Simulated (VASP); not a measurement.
# Al2O3 (R-3c) in VASP: notebook, part 2 of 2

VASP 6.6.1. Earlier steps stand in the parts before.

**4. Single point, r2SCAN**

Input file INCAR:

```
ALGO = Normal ; EDIFF = 1E-6
ENCUT = 520 ; ISIF = 2
ISMEAR = -1 ; LASPH = T
LCHARG = F ; LMIXTAU = T
LREAL = F ; LWAVE = F
METAGGA = R2SCAN ; NELM = 80
PREC = Accurate ; SIGMA = 0.05
```

Input file KPOINTS:

```
k-points
0
Gamma
  4 4 4
```

Input file POSCAR:

```
Al2O3
1.0
    2.3770000000      1.3723615899      4.3300000000
   -2.3770000000      1.3723615899      4.3300000000
    0.0000000000     -2.7447231797      4.3300000000
Al O
4 6
Direct
    0.8522800000      0.8522800000      0.8522800000
    0.6477200000      0.6477200000      0.6477200000
    0.1477200000      0.1477200000      0.1477200000
    0.3522800000      0.3522800000      0.3522800000
    0.0564000000      0.4436000000      0.7500000000
    0.7500000000      0.0564000000      0.4436000000
    0.4436000000      0.7500000000      0.0564000000
    0.9436000000      0.5564000000      0.2500000000
    0.2500000000      0.9436000000      0.5564000000
    0.5564000000      0.2500000000      0.9436000000
```

Potentials or basis: VASP PAW PBE potentials, release 64 (Al, O).

Command:

```sh
$ cat potpaw_PBE.64/Al/POTCAR potpaw_PBE.64/O/POTCAR > POTCAR
$ mpirun -np 1 vasp_std > vasp.out
```

OUTCAR:

```text
EDIFF = 1E-6
   ENCUT = 520
   ISIF = 2
   ISMEAR = -1
   LASPH = T
   LREAL = F
   METAGGA = R2SCAN
   NELM = 80
   PREC = Accurate

 ion  position               nearest neighbor table
   1  0.852  0.852  0.852-   8 1.85  10 1.85   9 1.85   6 1.97   5 1.97   7 1.97   2 2.66   3 2.79
                             3 2.79   3 2.79   2 3.21   2 3.21   2 3.21
   2  0.648  0.648  0.648-   8 1.85   9 1.85  10 1.85   7 1.97   5 1.97   6 1.97   1 2.66   4 2.79
                             4 2.79   4 2.79   1 3.21   1 3.21   1 3.21
   3  0.148  0.148  0.148-   5 1.85   7 1.85   6 1.85   9 1.97   8 1.97  10 1.97   4 2.66   1 2.79
                             1 2.79   1 2.79   4 3.21   4 3.21   4 3.21
   4  0.352  0.352  0.352-   5 1.85   6 1.85   7 1.85  10 1.97   8 1.97   9 1.97   3 2.66   2 2.79
                             2 2.79   2 2.79   3 3.21   3 3.21   3 3.21
   5  0.056  0.444  0.750-   3 1.85   4 1.85   1 1.97   2 1.97
   6  0.750  0.056  0.444-   4 1.85   3 1.85   1 1.97   2 1.97
   7  0.444  0.750  0.056-   3 1.85   4 1.85   2 1.97   1 1.97
   8  0.944  0.556  0.250-   1 1.85   2 1.85   3 1.97   4 1.97
   9  0.250  0.944  0.556-   2 1.85   1 1.85   3 1.97   4 1.97
  10  0.556  0.250  0.944-   1 1.85   2 1.85   4 1.97   3 1.97

  LATTYP: Found a trigonal (rhomboedric) cell.
 ALAT       =     5.1266368443
 COS(alpha) =     0.5700447559

  Lattice vectors:

 A1 = (   2.3770000000,   1.3723615899,   4.3300000000)
 A2 = (  -2.3770000000,   1.3723615899,   4.3300000000)
 A3 = (   0.0000000000,  -2.7447231797,   4.3300000000)

Analysis of symmetry for initial positions (statically):
=====================================================================
 Subroutine PRICEL returns:
 Original cell was already a primitive cell.

 Routine SETGRP: Setting up the symmetry group for a
 trigonal (rhombohedral) supercell.

 Subroutine GETGRP returns: Found 12 space group operations
 (whereof  6 operations were pure point group operations)
 out of a pool of 12 trial point group operations.

[... 147 lines left out ...]
   AEXX    =    0.0000 exact exchange contribution
   IVDW    =     0    specifies the selected vdW correction
   LEPSILON=     F    determine dielectric tensor
   LRPA    =     F    only Hartree local field effects (RPA)
 non-spin polarized calculation
  energy-cutoff  :      520.00
  volume of cell :       84.75
 maximum number of plane-waves:      2298
 NGX is ok and might be reduce to    40
   NGX = 19   NGY = 19   NGZ = 19

 number of electron      48.0000013 magnetization

 Free energy of the ion-electron system (eV)
  ---------------------------------------------------
  ext. energy  EPLUGINS =         0.00000000
  ---------------------------------------------------
  free energy    TOTEN  =       -96.26799258 eV

  energy without entropy =      -96.26799258  energy(sigma->0) =      -96.26799258

 E-fermi :   6.8937     XC(G=0): -12.2442

 val. band max:        5.7697047330   @ k =   0.0000   0.0000   0.0000
 cond. band min:      12.9507290033   @ k =   0.0000   0.0000   0.0000
 fundamental gap:      7.1810242703
 Fermi energy:         6.8936855821

 k-point     1 :       0.0000    0.0000    0.0000
  band No.  band energies     occupation
      1     -14.4510      2.00000
      2     -12.1523      2.00000
      3     -11.8737      2.00000
      4     -11.8737      2.00000
      5     -11.5661      2.00000
      6     -11.5661      2.00000
[... 418 lines left out ...]
     29      19.5086      0.00000
     30      19.5191      0.00000

------------------------ aborting loop because EDIFF is reached ----------------------------------------

  FORCE on cell =-STRESS in cart. coord.  units (eV):
  Direction    XX          YY          ZZ          XY          YZ          ZX
  --------------------------------------------------------------------------------------
  -------------------------------------------------------------------------------------
  Total        0.2249180      0.2249180     -0.1970185      0.0000000     -0.0000000      0.0000000
  in kB        4.2520447      4.2520447     -3.7246086      0.0000000     -0.0000000      0.0000000
  external PRESSURE =       1.5931602 kB  Pullay stress =       0.0000000 kB

 VOLUME and BASIS-vectors are now :
 -----------------------------------------------------------------------------
  energy-cutoff  :      520.00
  volume of cell :       84.75
      direct lattice vectors                 reciprocal lattice vectors
     2.377000000  1.372361590  4.330000000     0.210349180  0.121445155  0.076982294
    -2.377000000  1.372361590  4.330000000    -0.210349180  0.121445155  0.076982294
     0.000000000 -2.744723180  4.330000000     0.000000000 -0.242890311  0.076982294

 POSITION                                       TOTAL-FORCE (eV/Angst)
 -----------------------------------------------------------------------------------
      0.00000      0.00000     11.07112         0.000000     -0.000000     -0.112846
      0.00000      0.00000      8.41388         0.000000      0.000000      0.112846
      0.00000      0.00000      1.91888         0.000000      0.000000      0.112846
      0.00000      0.00000      4.57612         0.000000     -0.000000     -0.112846
     -0.92037     -1.37236      5.41250        -0.023272      0.000000     -0.000000
      1.64869     -0.11089      5.41250         0.011636     -0.020154     -0.000000
     -0.72831      1.48325      5.41250         0.011636      0.020154     -0.000000
      0.92037      1.37236      7.57750         0.023272      0.000000     -0.000000
     -1.64869      0.11089      7.57750        -0.011636      0.020154     -0.000000
      0.72831     -1.48325      7.57750        -0.011636     -0.020154     -0.000000
 -----------------------------------------------------------------------------------
    total drift:                               -0.000000     -0.000000      0.000000

  FREE ENERGIE OF THE ION-ELECTRON SYSTEM (eV)
  ---------------------------------------------------
  free  energy   TOTEN  =       -96.2679925770 eV

  energy  without entropy=      -96.2679925770  energy(sigma->0) =      -96.26799258
```

OSZICAR:

```text
N       E                     dE             d eps       ncg     rms          rms(c)
DAV:   1     0.241632057061E+03    0.24163E+03   -0.26678E+04   780   0.157E+03
DAV:   2    -0.103080912394E+03   -0.34471E+03   -0.33404E+03  1018   0.335E+02
DAV:   3    -0.117642558371E+03   -0.14562E+02   -0.14513E+02   936   0.752E+01
DAV:   4    -0.117767981636E+03   -0.12542E+00   -0.12530E+00   930   0.789E+00
[... 11 lines left out ...]
DAV:  16    -0.962679672103E+02   -0.11065E-02   -0.37526E-04   816   0.182E-01    0.829E-03
DAV:  17    -0.962679105770E+02    0.56633E-04   -0.13012E-05   936   0.311E-02    0.578E-03
DAV:  18    -0.962679888723E+02   -0.78295E-04   -0.35231E-05   846   0.592E-02    0.325E-03
DAV:  19    -0.962679918430E+02   -0.29707E-05   -0.14338E-06   588   0.115E-02    0.124E-03
DAV:  20    -0.962679925770E+02   -0.73400E-06   -0.11011E-07   552   0.275E-03
   1 F= -.96267993E+02 E0= -.96267993E+02  d E =-.225761E-10
```

It took 2.6 min on 1 thread of Intel Xeon Platinum 8488C (Sapphire Rapids), shared host; peak memory 0.26 GiB.

Results:

- Free energy: -96.2680 eV
- Pressure: 0.2 GPa
- Largest force: 0.113 eV/Å
- Band gap on the k mesh: 7.18 eV, direct

Forces in eV/Å, atoms in the order of the input:
```
Al   0.000  0.000 -0.113
Al   0.000  0.000  0.113
Al   0.000  0.000  0.113
Al   0.000  0.000 -0.113
O   -0.023  0.000  0.000
O    0.012 -0.020  0.000
O    0.012  0.020  0.000
O    0.023  0.000  0.000
O   -0.012  0.020  0.000
O   -0.012 -0.020  0.000
```

Levels at points of the mesh, in eV from the valence-band top:
```csv
k point,band 20,band 21,band 22,band 23,band 24,band 25,band 26,band 27,band 28,band 29
"(0.00, 0.00, 0.00)",-0.52,-0.52,-0.05,-0.05,0.00,7.18,10.15,11.96,12.61,12.61
"(0.50, 0.00, 0.00)",-1.35,-0.94,-0.94,-0.29,-0.29,10.45,10.45,10.73,10.73,12.80
"(0.50, 0.50, 0.00)",-1.34,-1.06,-0.92,-0.78,-0.27,10.60,10.82,10.92,11.47,12.22
"(0.50, 0.50, 0.50)",-2.05,-0.40,-0.40,-0.40,-0.40,9.66,9.66,12.16,12.16,13.74
```

Caveat: the PAW data sets were made with another functional, which shifts forces and pressure a little.

**5. Summary**

| level | k mesh | grid for exact exchange (PRECFOCK) | screening parameter | mesh quality | gap on the mesh (eV) | pressure (GPa) | largest force (eV/Å) |
| --- | --- | --- | --- | --- | --- | --- | --- |
| HSE06 | 3 × 3 × 3 | Fast | 0.2 1/A | coarse | 8.14 | -0.2 | 0.09 |
| PBE | 4 × 4 × 4 | - | - | not flagged | 6.26 | 8.1 | 0.06 |
| r2SCAN | 4 × 4 × 4 | - | - | not flagged | 7.18 | 0.2 | 0.11 |

Alike in all rows: task single point; potentials or basis VASP PAW PBE potentials, release 64 (Al, O); no spin polarisation; cell as given; cutoff (eV) 520; smearing fermi-dirac 0.05 eV.

Caveats: some runs use coarse meshes; the PAW data sets were made with another functional, which shifts forces and pressure a little (some runs).

Total energies depend on the potentials used, so only differences within one code and one set of settings carry meaning.

**6. Comparison with measurements**

Step 3. A measured gap of Al2O3 is 8.7 eV (optical; quoted in “Multi-petahertz electron interference in Cr:Al2O3 solid-state material”, 2018, pmc:5906618); the calculated 6.26 eV misses it by -2.44 eV. The value is that of PBE, without temperature or zero-point motion. Semilocal functionals fall short of measured gaps as a rule.

Step 4. Measured gap of Al2O3: 8.7 eV (optical; quoted in “Multi-petahertz electron interference in Cr:Al2O3 solid-state material”, 2018, pmc:5906618). This calculation gives 7.18 eV (-1.52 eV). The value is that of r2SCAN, without temperature or zero-point motion.
